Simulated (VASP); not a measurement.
# PbTe: restarted molecular dynamics, 2 variants

PbTe, Pm-3m (no. 221), 8 atoms in the cell. PBE, molecular dynamics; PAW potentials Pb, Te (PBE set).

| Restart from | Temperature at the end (K) | The same without a restart (K) | Potential energy at the end (eV/atom) | The same without a restart (eV/atom) | Electronic steps in the first step after the restart | Time (s) |
|---|---|---|---|---|---|---|
| CONTCAR with velocities, WAVECAR read | 734.0 | 734.0 | -3.41587 | -3.41587 | 5 | 210 |
| CONTCAR with velocities, no WAVECAR | 734.0 | 734.0 | -3.41587 | -3.41587 | 17 | 216 |

Limits: 240 fs of 8 atoms are too short for converged averages; the cell is only 4.0 Å across, so each atom moves in step with near copies of itself.

## Input of the first row

INCAR.step1:
```
SYSTEM = TePb
ALGO     = Normal         ! electronic algorithm
EDIFF    = 1E-6           ! SCF threshold, eV
ENCUT    = 200            ! plane-wave cutoff, eV
GGA      = PE             ! functional
IBRION   = 0              ! ionic algorithm
ISIF     = 2              ! what is computed and relaxed
ISMEAR   = 0              ! smearing method
ISYM     = 0            
KPAR     = 2            
LASPH    = .True.         ! aspherical terms in the spheres
LCHARG   = .False.        ! write CHGCAR
LREAL    = Auto         
LWAVE    = .True.         ! write WAVECAR
MDALGO   = 2            
NELM     = 60             ! most SCF steps
NELMIN   = 4            
NSW      = 30             ! ionic steps
POTIM    = 4.0            ! step
PREC     = Normal         ! precision mode
RANDOM_SEED= 231232 0 0   
SIGMA    = 0.05           ! smearing width, eV
SMASS    = -3           
TEBEG    = 1600          
```

INCAR.step2, as INCAR.step1 but for:
```
- LWAVE = .True.
+ LWAVE = .False.
```

KPOINTS:
```
k-points
0
Gamma
  3 3 1
```

POSCAR.step1:
```
TePb
1.0
    4.0022870000      0.0000000000      0.0000000000
    0.0000000000      4.0022870000      0.0000000000
    0.0000000000      0.0000000000     16.0091480000
Pb Te
4 4
Direct
    0.0000000000      0.0000000000      0.0000000000
    0.0000000000      0.0000000000      0.2500000000
    0.0000000000      0.0000000000      0.5000000000
    0.0000000000      0.0000000000      0.7500000000
    0.5000000000      0.5000000000      0.1250000000
    0.5000000000      0.5000000000      0.3750000000
    0.5000000000      0.5000000000      0.6250000000
    0.5000000000      0.5000000000      0.8750000000
```

Commands (each step's output is kept before the next begins):
```
cat potpaw_PBE.64/Pb/POTCAR potpaw_PBE.64/Te/POTCAR > POTCAR
cp INCAR.step1 INCAR
cp POSCAR.step1 POSCAR
mpirun -np 2 vasp_std > vasp.out
cp CONTCAR POSCAR
cp INCAR.step2 INCAR
mpirun -np 2 vasp_std > vasp.out
```

Changes of the last row against the first:
```
(step 1)
- LWAVE = True
+ LWAVE = False
```

VASP 6.6.1 took 210 s on 2 cores (Intel Xeon Platinum 8259CL @ 2.50GHz (Skylake/Cascade Lake)), a shared host.
